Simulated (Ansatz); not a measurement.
The calculation used DFT PBE, scalar-relativistic, plane waves, PAW (Ansatz). All cells share a 420 eV cutoff and Γ-centred k meshes spaced about 0.3 Å⁻¹ or finer (0.25 for metals, 2π included). No spin polarisation.

These are static total energies at zero pressure.

Two forms of AgO2 were relaxed alike.

A.

```xyz
3
Lattice="1.8028 1.0409 3.6063 -1.8028 1.0409 3.6063 0.0000 -2.0817 3.6063" Properties=species:S:1:pos:R:3 pbc="T T T"
Ag    0.0000    0.0000    5.4094
O     0.0000    0.0000    0.6930
O     0.0000    0.0000   10.1259
```

B.

```xyz
6
Lattice="4.2005 0.0000 0.0000 0.0000 5.2700 0.0000 0.0000 0.0000 3.5720" Properties=species:S:1:pos:R:3 pbc="T T T"
Ag    0.0000    0.0000    0.0000
Ag    2.1002    2.6350    1.7860
O     3.6417    3.0492    0.0000
O     0.5587    2.2207    0.0000
O     1.5415    4.8557    1.7860
O     2.6590    0.4142    1.7860
```

Question: Which is lower in energy, and by how much?

Answer: They are level within the accuracy (6 meV/atom apart, with B the lower in these runs). A has space group R-3m (No. 166), 13.5 Å³/atom and no gap on its mesh; B has the marcasite type, space group Pnnm (No. 58), 13.2 Å³/atom and no gap. A and B both hold O–O pairs. In A, Ag is surrounded by 6 O at 2.36 Å; around O lie 1 O at 1.39 Å and 3 Ag at 2.36 Å. In B, around Ag lie 6 O at 2.29–2.40 Å; O has 1 O at 1.39 Å and 3 Ag at 2.29–2.40 Å. Both come from trial cells of a structure search.

The k mesh leaves some 4 meV/atom of noise in the energy of each metallic cell. In R-3m an odd number of electrons in the primitive cell allows no gap without spin; a larger cell or a magnetic state could open one. Trial moments fell under 0.15 μB along the way in R-3m and Pnnm; another start might hold them. With atoms moved at random, A and B came back.
